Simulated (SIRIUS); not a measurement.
# CdS (Hawleyite) (F-43m) in SIRIUS: a series of runs, part 2 of 4

SIRIUS 7.12.0. The steps go on from the part before.

## Step 3: Equation of state, LDA, 23.32 Å³/atom (volume scaled by 0.94)

Input file sirius.json:

```json
{
  "control": {
    "processing_unit": "cpu",
    "std_evp_solver_name": "lapack",
    "gen_evp_solver_name": "lapack",
    "verbosity": 2,
    "print_forces": false,
    "ortho_rf": true,
    "use_second_variation": true,
    "rmt_max": 3.0,
    "num_bands_to_print": 24,
    "save_wf": true
  },
  "parameters": {
    "electronic_structure_method": "full_potential_lapwlo",
    "xc_functionals": ["XC_LDA_X", "XC_LDA_C_PW"],
    "core_relativity": "dirac",
    "valence_relativity": "iora",
    "num_fv_states": 24,
    "smearing": "fermi_dirac",
    "smearing_width": 0.0018374661,
    "pw_cutoff": 20,
    "gk_cutoff": 3.58,
    "lmax_apw": 10,
    "lmax_rho": 8,
    "lmax_pot": 8,
    "num_mag_dims": 0,
    "auto_rmt": 0,
    "ngridk": [8, 8, 8],
    "shiftk": [0, 0, 0],
    "num_dft_iter": 80,
    "energy_tol": 1e-07,
    "density_tol": 1e-05,
    "use_symmetry": true
  },
  "settings": {"tol_ne": 1e-10},
  "iterative_solver": {"type": "exact"},
  "mixer": {"type": "anderson", "beta": 0.5, "max_history": 8},
  "unit_cell": {
    "lattice_vectors": [[0.0, 5.3988774029, 5.3988774029], [5.3988774029, 0.0, 5.3988774029], [5.3988774029, 5.3988774029, 0.0]],
    "atom_types": ["Cd", "S"],
    "atom_files": {"Cd": "Cd.json", "S": "S.json"},
    "atoms": {"Cd": [[0.0, 0.0, 0.0]], "S": [[0.75, 0.75, 0.75]]}
  }
}
```

Input file Cd.json:

```json
{
  "name": "cadmium",
  "symbol": "Cd",
  "number": 48,
  "mass": 112.411,
  "rmin": 1e-06,
  "rmt": 2.42,
  "nrmt": 800,
  "rinf": 14.45,
  "core": "1s2s2p3s3p3d",
  "valence": [
    {"basis": [{"enu": -0.07, "dme": 0, "n": 0, "auto": 0}, {"enu": -0.07, "dme": 1, "n": 0, "auto": 0}]},
    {"l": 0, "n": 1, "basis": [{"enu": 0.03, "dme": 0, "n": 0, "auto": 0}]},
    {"l": 1, "n": 2, "basis": [{"enu": 0.03, "dme": 0, "n": 0, "auto": 0}]},
    {"l": 2, "n": 3, "basis": [{"enu": -0.0302, "dme": 0, "n": 0, "auto": 0}]},
    {"l": 3, "n": 4, "basis": [{"enu": 0.03, "dme": 0, "n": 0, "auto": 0}]}
  ],
  "lo": [
    {"l": 0, "basis": [{"enu": 0.03, "dme": 0, "n": 0, "auto": 0}, {"enu": 0.03, "dme": 1, "n": 0, "auto": 0}]},
    {
      "l": 0,
      "basis": [{"enu": -3.6289, "dme": 0, "n": 4, "auto": 1}, {"enu": -3.6289, "dme": 1, "n": 4, "auto": 1}]
    },
    {
      "l": 0,
      "basis": [{"enu": -3.6289, "dme": 1, "n": 4, "auto": 1}, {"enu": 0.03, "dme": 0, "n": 0, "auto": 0}]
    },
    {"l": 0, "basis": [{"enu": 0.03, "dme": 0, "n": 0, "auto": 0}, {"enu": 2.7621, "dme": 0, "n": 0, "auto": 0}]},
    {"l": 1, "basis": [{"enu": 0.03, "dme": 0, "n": 0, "auto": 0}, {"enu": 0.03, "dme": 1, "n": 0, "auto": 0}]},
    {
      "l": 1,
      "basis": [{"enu": -2.2096, "dme": 0, "n": 4, "auto": 1}, {"enu": -2.2096, "dme": 1, "n": 4, "auto": 1}]
    },
    {
      "l": 1,
      "basis": [{"enu": -2.2096, "dme": 1, "n": 4, "auto": 1}, {"enu": 0.03, "dme": 0, "n": 0, "auto": 0}]
    },
    {"l": 1, "basis": [{"enu": 0.03, "dme": 0, "n": 0, "auto": 0}, {"enu": 3.1719, "dme": 0, "n": 0, "auto": 0}]},
    {
      "l": 2,
      "basis": [{"enu": -0.0302, "dme": 0, "n": 0, "auto": 0}, {"enu": -0.0302, "dme": 1, "n": 0, "auto": 0}]
    },
    {
      "l": 2,
      "basis": [{"enu": -0.0302, "dme": 1, "n": 0, "auto": 0}, {"enu": -0.0302, "dme": 2, "n": 0, "auto": 0}]
    },
    {
      "l": 2,
      "basis": [{"enu": -0.0302, "dme": 0, "n": 0, "auto": 0}, {"enu": 2.6336, "dme": 0, "n": 0, "auto": 0}]
    },
    {"l": 3, "basis": [{"enu": 0.03, "dme": 0, "n": 0, "auto": 0}, {"enu": 0.03, "dme": 1, "n": 0, "auto": 0}]},
    {"l": 3, "basis": [{"enu": 0.03, "dme": 0, "n": 0, "auto": 0}, {"enu": 3.0011, "dme": 0, "n": 0, "auto": 0}]}
  ],
  "free_atom": [... radial grid and density of the free atom, the start of the SCF ...]
}
```

Input file S.json:

```json
{
  "name": "sulphur",
  "symbol": "S",
  "number": 16,
  "mass": 32.065,
  "rmin": 1e-06,
  "rmt": 2.18,
  "nrmt": 800,
  "rinf": 13.52,
  "core": "1s",
  "valence": [
    {"basis": [{"enu": -0.07, "dme": 0, "n": 0, "auto": 0}, {"enu": -0.07, "dme": 1, "n": 0, "auto": 0}]},
    {"l": 0, "n": 1, "basis": [{"enu": -0.1066, "dme": 0, "n": 0, "auto": 0}]},
    {"l": 1, "n": 2, "basis": [{"enu": 0.03, "dme": 0, "n": 0, "auto": 0}]},
    {"l": 2, "n": 3, "basis": [{"enu": 0.03, "dme": 0, "n": 0, "auto": 0}]},
    {"l": 3, "n": 4, "basis": [{"enu": 0.03, "dme": 0, "n": 0, "auto": 0}]}
  ],
  "lo": [
    {
      "l": 0,
      "basis": [{"enu": -0.1066, "dme": 0, "n": 0, "auto": 0}, {"enu": -0.1066, "dme": 1, "n": 0, "auto": 0}]
    },
    {
      "l": 0,
      "basis": [{"enu": -0.1066, "dme": 1, "n": 0, "auto": 0}, {"enu": -0.1066, "dme": 2, "n": 0, "auto": 0}]
    },
    {
      "l": 0,
      "basis": [{"enu": -7.4463, "dme": 0, "n": 2, "auto": 1}, {"enu": -7.4463, "dme": 1, "n": 2, "auto": 1}]
    },
    {
      "l": 0,
      "basis": [{"enu": -0.1066, "dme": 0, "n": 0, "auto": 0}, {"enu": 2.4184, "dme": 0, "n": 0, "auto": 0}]
    },
    {"l": 1, "basis": [{"enu": 0.03, "dme": 0, "n": 0, "auto": 0}, {"enu": 0.03, "dme": 1, "n": 0, "auto": 0}]},
    {
      "l": 1,
      "basis": [{"enu": -5.4582, "dme": 0, "n": 2, "auto": 1}, {"enu": -5.4582, "dme": 1, "n": 2, "auto": 1}]
    },
    {
      "l": 1,
      "basis": [{"enu": -5.4582, "dme": 1, "n": 2, "auto": 1}, {"enu": 0.03, "dme": 0, "n": 0, "auto": 0}]
    },
    {"l": 1, "basis": [{"enu": 0.03, "dme": 0, "n": 0, "auto": 0}, {"enu": 3.9017, "dme": 0, "n": 0, "auto": 0}]},
    {"l": 2, "basis": [{"enu": 0.03, "dme": 0, "n": 0, "auto": 0}, {"enu": 0.03, "dme": 1, "n": 0, "auto": 0}]},
    {"l": 2, "basis": [{"enu": 0.03, "dme": 1, "n": 0, "auto": 0}, {"enu": 0.03, "dme": 2, "n": 0, "auto": 0}]},
    {"l": 2, "basis": [{"enu": 0.03, "dme": 0, "n": 0, "auto": 0}, {"enu": 3.3126, "dme": 0, "n": 0, "auto": 0}]},
    {"l": 3, "basis": [{"enu": 0.03, "dme": 0, "n": 0, "auto": 0}, {"enu": 0.03, "dme": 1, "n": 0, "auto": 0}]}
  ],
  "free_atom": [... radial grid and density of the free atom, the start of the SCF ...]
}
```

Input file sirius_start.json:

```json
{
  "control": {
    "processing_unit": "cpu",
    "std_evp_solver_name": "lapack",
    "gen_evp_solver_name": "lapack",
    "verbosity": 1,
    "print_forces": false,
    "ortho_rf": true,
    "use_second_variation": true,
    "rmt_max": 3.0,
    "num_bands_to_print": 24,
    "save_wf": false
  },
  "parameters": {
    "electronic_structure_method": "full_potential_lapwlo",
    "xc_functionals": ["XC_LDA_X", "XC_LDA_C_PW"],
    "core_relativity": "dirac",
    "valence_relativity": "iora",
    "num_fv_states": 24,
    "smearing": "fermi_dirac",
    "smearing_width": 0.0055123983,
    "pw_cutoff": 20,
    "gk_cutoff": 2.86,
    "lmax_apw": 10,
    "lmax_rho": 8,
    "lmax_pot": 8,
    "num_mag_dims": 0,
    "auto_rmt": 0,
    "ngridk": [3, 3, 3],
    "shiftk": [0, 0, 0],
    "num_dft_iter": 30,
    "energy_tol": 0.01,
    "density_tol": 0.05,
    "use_symmetry": true
  },
  "settings": {"tol_ne": 1e-10},
  "iterative_solver": {"type": "exact"},
  "mixer": {"type": "anderson", "beta": 0.5, "max_history": 8},
  "unit_cell": {
    "lattice_vectors": [[0.0, 5.3988774029, 5.3988774029], [5.3988774029, 0.0, 5.3988774029], [5.3988774029, 5.3988774029, 0.0]],
    "atom_types": ["Cd", "S"],
    "atom_files": {"Cd": "Cd.json", "S": "S.json"},
    "atoms": {"Cd": [[0.0, 0.0, 0.0]], "S": [[0.75, 0.75, 0.75]]}
  }
}
```

Potentials or basis: all-electron FP-LAPW, apw+lo standard.

Command:

```sh
> OMP_NUM_THREADS=1 sirius.scf --input=sirius_start.json --output=start.json
> OMP_NUM_THREADS=1 sirius.scf --input=sirius.json --output=output.json --task=1
```

The program printed:

```text
[info] SIRIUS version : 7.12.0
[info] number of MPI ranks           : 1
[info] MPI grid                      : 1 1
[info] maximum number of OMP threads : 1
[fft] FFT context for density and potential
[fft] =====================================
[fft]   plane wave cutoff                     : 20
[fft]   grid size                             : 54 54 54   total : 157464
[fft]   grid limits                           : -26 27   -26 27   -26 27
[fft]   number of G-vectors within the cutoff : 42615
[fft]   number of G-shells                    : 1127
[fft] FFT context for coarse grid
[fft] =====================================
[fft]   plane wave cutoff                     : 7.16
[fft]   grid size                             : 20 20 20   total : 8000
[fft]   grid limits                           : -9 10   -9 10   -9 10
[fft]   number of G-vectors within the cutoff : 1917
[fft]   number of G-shells                    : 75
[unit cell] lattice vectors
[unit cell]   a1 :       0.0000000000      5.3988774029      5.3988774029
[unit cell]   a2 :       5.3988774029      0.0000000000      5.3988774029
[unit cell]   a3 :       5.3988774029      5.3988774029      0.0000000000
[unit cell] reciprocal lattice vectors
[unit cell]   b1 :      -0.5818973870      0.5818973870      0.5818973870
[unit cell]   b2 :       0.5818973870     -0.5818973870      0.5818973870
[... 382 lines left out ...]
[generate_core_charge_density]   n,l,k : 3 1 2  energy :         -21.39880716
[generate_core_charge_density]   n,l,k : 3 2 2  energy :         -14.34400626
[generate_core_charge_density]   n,l,k : 3 2 3  energy :         -14.08736046
[generate_core_charge_density] atom class : 1
[generate_core_charge_density]   n,l,k : 1 0 1  energy :         -87.72134442
[... 23 lines left out ...]
[find] valence_eval_sum               :     -69.34933984
[find] core_eval_sum                  :   -3512.74333670
[find] kinetic energy                 :    6258.80046890
[find] enuc                           :   -7268.68040102
[find] <rho|V^{XC}>                   :    -230.76193442
[find] <rho|E^{XC}>                   :    -174.10827141
[find] <mag|B^{XC}>                   :       0.00000000
[find] <rho|V^{H}>                    :   -9610.13121101
[find] smearing (-TS)                 :      -0.00000002
[find] SCF correction                 :      -0.00002869
[find] Total energy                   :   -5989.05383773 (Ha),  -11978.10767546 (Ry)
[find] Free energy (E-TS)             :   -5989.05383775 (Ha),  -11978.10767549 (Ry)
[find] band gap (eV)                  :       0.99071387
[find] Efermi                         :       0.13566052
[find] iteration : 7, RMS (target) : 7.1853e-07 (1.0000e-05) , energy difference (target) : -5.6231e-08 (1.0000e-07)
[find] converged after 8 SCF iterations!
[find] Charges and magnetic moments
[find] --------------------------------------------------------------------------------
[find] atom      charge    core leakage
[find] --------------------------------------------------------------------------------
[find]    0   46.341230    2.872117e-09
[find]    1   14.500672    0.000000e+00
[find] total core leakage    : 2.87211740e-09
[find] interstitial charge   : 3.158095
[find] total charge          : 63.999998
[find] Energy
[find] --------------------------------------------------------------------------------
[find] valence_eval_sum               :     -69.34933984
[find] core_eval_sum                  :   -3512.74333670
[find] kinetic energy                 :    6258.80046890
[find] enuc                           :   -7268.68040102
[find] <rho|V^{XC}>                   :    -230.76193442
[find] <rho|E^{XC}>                   :    -174.10827141
[find] <mag|B^{XC}>                   :       0.00000000
[find] <rho|V^{H}>                    :   -9610.13121101
[find] smearing (-TS)                 :      -0.00000002
[find] SCF correction                 :      -0.00002869
[find] Total energy                   :   -5989.05383773 (Ha),  -11978.10767546 (Ry)
[find] Free energy (E-TS)             :   -5989.05383775 (Ha),  -11978.10767549 (Ry)
[find] band gap (eV)                  :       0.99071387
[find] Efermi                         :       0.13566052
```

It took 78 s on 1 thread of Arm Neoverse N1, shared host; peak memory 0.45 GiB.

Results:

* Free energy: -162970.4572 eV
* Band gap on the k mesh: 0.99 eV, direct
* All electrons inside the program's atomic spheres: Cd 46.34; S 14.50 (radii Cd 2.42, S 2.18 bohr)

## Step 4: Equation of state, LDA, 23.82 Å³/atom (volume scaled by 0.96)

Changes to sirius.json since step 3:

```diff
@@ -39,3 +39,3 @@
   "unit_cell": {
-    "lattice_vectors": [[0.0, 5.3988774029, 5.3988774029], [5.3988774029, 0.0, 5.3988774029], [5.3988774029, 5.3988774029, 0.0]],
+    "lattice_vectors": [[0.0, 5.436898919, 5.436898919], [5.436898919, 0.0, 5.436898919], [5.436898919, 5.436898919, 0.0]],
     "atom_types": ["Cd", "S"],
```

Input file Cd.json:

```json
{
  "name": "cadmium",
  "symbol": "Cd",
  "number": 48,
  "mass": 112.411,
  "rmin": 1e-06,
  "rmt": 2.42,
  "nrmt": 800,
  "rinf": 14.45,
  "core": "1s2s2p3s3p3d",
  "valence": [
    {"basis": [{"enu": -0.08, "dme": 0, "n": 0, "auto": 0}, {"enu": -0.08, "dme": 1, "n": 0, "auto": 0}]},
    {"l": 0, "n": 1, "basis": [{"enu": 0.02, "dme": 0, "n": 0, "auto": 0}]},
    {"l": 1, "n": 2, "basis": [{"enu": 0.02, "dme": 0, "n": 0, "auto": 0}]},
    {"l": 2, "n": 3, "basis": [{"enu": -0.0402, "dme": 0, "n": 0, "auto": 0}]},
    {"l": 3, "n": 4, "basis": [{"enu": 0.02, "dme": 0, "n": 0, "auto": 0}]}
  ],
  "lo": [
    {"l": 0, "basis": [{"enu": 0.02, "dme": 0, "n": 0, "auto": 0}, {"enu": 0.02, "dme": 1, "n": 0, "auto": 0}]},
    {
      "l": 0,
      "basis": [{"enu": -3.6389, "dme": 0, "n": 4, "auto": 1}, {"enu": -3.6389, "dme": 1, "n": 4, "auto": 1}]
    },
    {
      "l": 0,
      "basis": [{"enu": -3.6389, "dme": 1, "n": 4, "auto": 1}, {"enu": 0.02, "dme": 0, "n": 0, "auto": 0}]
    },
    {"l": 0, "basis": [{"enu": 0.02, "dme": 0, "n": 0, "auto": 0}, {"enu": 2.7521, "dme": 0, "n": 0, "auto": 0}]},
    {"l": 1, "basis": [{"enu": 0.02, "dme": 0, "n": 0, "auto": 0}, {"enu": 0.02, "dme": 1, "n": 0, "auto": 0}]},
    {
      "l": 1,
      "basis": [{"enu": -2.2196, "dme": 0, "n": 4, "auto": 1}, {"enu": -2.2196, "dme": 1, "n": 4, "auto": 1}]
    },
    {
      "l": 1,
      "basis": [{"enu": -2.2196, "dme": 1, "n": 4, "auto": 1}, {"enu": 0.02, "dme": 0, "n": 0, "auto": 0}]
    },
    {"l": 1, "basis": [{"enu": 0.02, "dme": 0, "n": 0, "auto": 0}, {"enu": 3.1619, "dme": 0, "n": 0, "auto": 0}]},
    {
      "l": 2,
      "basis": [{"enu": -0.0402, "dme": 0, "n": 0, "auto": 0}, {"enu": -0.0402, "dme": 1, "n": 0, "auto": 0}]
    },
    {
      "l": 2,
      "basis": [{"enu": -0.0402, "dme": 1, "n": 0, "auto": 0}, {"enu": -0.0402, "dme": 2, "n": 0, "auto": 0}]
    },
    {
      "l": 2,
      "basis": [{"enu": -0.0402, "dme": 0, "n": 0, "auto": 0}, {"enu": 2.6236, "dme": 0, "n": 0, "auto": 0}]
    },
    {"l": 3, "basis": [{"enu": 0.02, "dme": 0, "n": 0, "auto": 0}, {"enu": 0.02, "dme": 1, "n": 0, "auto": 0}]},
    {"l": 3, "basis": [{"enu": 0.02, "dme": 0, "n": 0, "auto": 0}, {"enu": 2.9911, "dme": 0, "n": 0, "auto": 0}]}
  ],
  "free_atom": [... radial grid and density of the free atom, the start of the SCF ...]
}
```

Input file S.json:

```json
{
  "name": "sulphur",
  "symbol": "S",
  "number": 16,
  "mass": 32.065,
  "rmin": 1e-06,
  "rmt": 2.18,
  "nrmt": 800,
  "rinf": 13.52,
  "core": "1s",
  "valence": [
    {"basis": [{"enu": -0.08, "dme": 0, "n": 0, "auto": 0}, {"enu": -0.08, "dme": 1, "n": 0, "auto": 0}]},
    {"l": 0, "n": 1, "basis": [{"enu": -0.1166, "dme": 0, "n": 0, "auto": 0}]},
    {"l": 1, "n": 2, "basis": [{"enu": 0.02, "dme": 0, "n": 0, "auto": 0}]},
    {"l": 2, "n": 3, "basis": [{"enu": 0.02, "dme": 0, "n": 0, "auto": 0}]},
    {"l": 3, "n": 4, "basis": [{"enu": 0.02, "dme": 0, "n": 0, "auto": 0}]}
  ],
  "lo": [
    {
      "l": 0,
      "basis": [{"enu": -0.1166, "dme": 0, "n": 0, "auto": 0}, {"enu": -0.1166, "dme": 1, "n": 0, "auto": 0}]
    },
    {
      "l": 0,
      "basis": [{"enu": -0.1166, "dme": 1, "n": 0, "auto": 0}, {"enu": -0.1166, "dme": 2, "n": 0, "auto": 0}]
    },
    {
      "l": 0,
      "basis": [{"enu": -7.4563, "dme": 0, "n": 2, "auto": 1}, {"enu": -7.4563, "dme": 1, "n": 2, "auto": 1}]
    },
    {
      "l": 0,
      "basis": [{"enu": -0.1166, "dme": 0, "n": 0, "auto": 0}, {"enu": 2.4084, "dme": 0, "n": 0, "auto": 0}]
    },
    {"l": 1, "basis": [{"enu": 0.02, "dme": 0, "n": 0, "auto": 0}, {"enu": 0.02, "dme": 1, "n": 0, "auto": 0}]},
    {
      "l": 1,
      "basis": [{"enu": -5.4682, "dme": 0, "n": 2, "auto": 1}, {"enu": -5.4682, "dme": 1, "n": 2, "auto": 1}]
    },
    {
      "l": 1,
      "basis": [{"enu": -5.4682, "dme": 1, "n": 2, "auto": 1}, {"enu": 0.02, "dme": 0, "n": 0, "auto": 0}]
    },
    {"l": 1, "basis": [{"enu": 0.02, "dme": 0, "n": 0, "auto": 0}, {"enu": 3.8917, "dme": 0, "n": 0, "auto": 0}]},
    {"l": 2, "basis": [{"enu": 0.02, "dme": 0, "n": 0, "auto": 0}, {"enu": 0.02, "dme": 1, "n": 0, "auto": 0}]},
    {"l": 2, "basis": [{"enu": 0.02, "dme": 1, "n": 0, "auto": 0}, {"enu": 0.02, "dme": 2, "n": 0, "auto": 0}]},
    {"l": 2, "basis": [{"enu": 0.02, "dme": 0, "n": 0, "auto": 0}, {"enu": 3.3026, "dme": 0, "n": 0, "auto": 0}]},
    {"l": 3, "basis": [{"enu": 0.02, "dme": 0, "n": 0, "auto": 0}, {"enu": 0.02, "dme": 1, "n": 0, "auto": 0}]}
  ],
  "free_atom": [... radial grid and density of the free atom, the start of the SCF ...]
}
```

Changes to sirius_start.json since step 3:

```diff
@@ -39,3 +39,3 @@
   "unit_cell": {
-    "lattice_vectors": [[0.0, 5.3988774029, 5.3988774029], [5.3988774029, 0.0, 5.3988774029], [5.3988774029, 5.3988774029, 0.0]],
+    "lattice_vectors": [[0.0, 5.436898919, 5.436898919], [5.436898919, 0.0, 5.436898919], [5.436898919, 5.436898919, 0.0]],
     "atom_types": ["Cd", "S"],
```

Command:

```sh
> OMP_NUM_THREADS=1 sirius.scf --input=sirius_start.json --output=start.json
> OMP_NUM_THREADS=1 sirius.scf --input=sirius.json --output=output.json --task=1
```

Wall time 72 s (1 thread of Arm Neoverse N1, shared host); peak memory 0.45 GiB.

It converged, with:

| Property | Result |
| --- | --- |
| Free energy | -162970.4622 eV |
| Band gap on the k mesh | 0.95 eV, direct |
| All electrons inside the program's atomic spheres | Cd 46.32; S 14.48 (radii Cd 2.42, S 2.18 bohr) |

(Continued in part 3 of 4.)
